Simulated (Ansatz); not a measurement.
**Field gradients at the nuclei of Cu₃N**

```
Cu N
1.0
     3.81400    0.00000    0.00000
     0.00000    3.81400    0.00000
     0.00000    0.00000    3.81400
Cu N
3 1
Direct
  0.50000 0.00000 0.00000
  0.00000 0.50000 0.00000
  0.00000 0.00000 0.50000
  0.00000 0.00000 0.00000
```

Atom numbers follow the list: Cu1, Cu2, Cu3, N4.

The cell comes from COD entry 1536894, which wasn't checked; take it as a given geometry.

Methods: DFT, PBEsol, all-electron PAW with datasets made for the crystal, scalar-relativistic (Ansatz 0.2.0); DFT, PBEsol, PAW with Ansatz's default frozen-core files, scalar-relativistic (Ansatz 0.2.0).

For the crystal-made all-electron datasets (AE datasets): a Γ-centred 10×10×10 k mesh, Fermi–Dirac smearing of 0.08 eV, cutoff 460 eV (chosen by the program for this cell), no spin polarisation. PAW takes a cutoff of 420 eV at this cell (files made with PBE, cores remade for this functional). The Ansatz runs share mesh, smearing and spin set-up.

Vzz is the principal value of largest size of the traceless field-gradient tensor, in 10²¹ V/m², and η = (Vxx − Vyy)/Vzz with |Vzz| ≥ |Vyy| ≥ |Vxx|.

Question: Give the field gradient at each independent site.

Answer: 
| site | site symmetry | Vzz (η), AE datasets | Vzz (η), PAW |
| --- | --- | --- | --- |
| Cu1 | 4/mm.m | -4.02 (η = 0.00) | -4.07 (η = 0.00) |
| N4 | m-3m | 0 (under 0.004) | 0 (under 0.004) |

Question: Taking Q(Cu-63) = -0.22 b, what quadrupole coupling constant follows at Cu1 from AE datasets?

Answer: Cq = eQVzz/h = 24.180 MHz × -0.22 × (-4.02) = 21.4 MHz.
